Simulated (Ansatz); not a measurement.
# SrCl2: a sublattice moved along a line

Computed with Ansatz 0.2.0, DFT PBE, scalar-relativistic, plane waves, PAW. Settings: plane waves to 420 eV, k-mesh 6×6×6 (Γ-centred), Gaussian smearing 0.05 eV. No spin polarisation. Energies are free energies at this smearing, counted from the undisturbed cell; pressure is positive in compression.

The starting cell (as given, not relaxed at this level; it stands at 1.1 GPa, and it needn't be the usual structure):

```
Sr Cl
1.0
     0.00000    3.48550    3.48550
     3.48550    0.00000    3.48550
     3.48550    3.48550    0.00000
Sr Cl
1 2
Direct
  0.00000 0.00000 0.00000
  0.25000 0.25000 0.25000
  0.75000 0.75000 0.75000
```

Every Cl atom is moved by x along the Cartesian unit vector (1.000, 0.000, 0.000); the cell and all other atoms stay fixed.

| x (Å) | ΔE (meV/cell) |
| --- | --- |
| -0.2000 | 54.2 |
| -0.1000 | 13.5 |
| 0.0000 | 0.0 |
| 0.0250 | 0.8 |
| 0.0500 | 3.4 |
| 0.0750 | 7.6 |
| 0.1250 | 21.1 |
| 0.1500 | 30.4 |
| 0.1750 | 41.5 |

Predict the force along x on the moved atoms (eV/Å) at each point.

| x (Å) | force along x on the moved atoms (eV/Å) |
| --- | --- |
| -0.2000 | 0.55 |
| -0.1000 | 0.27 |
| 0.0000 | 0.00 |
| 0.0250 | -0.07 |
| 0.0500 | -0.14 |
| 0.0750 | -0.20 |
| 0.1250 | -0.34 |
| 0.1500 | -0.41 |
| 0.1750 | -0.48 |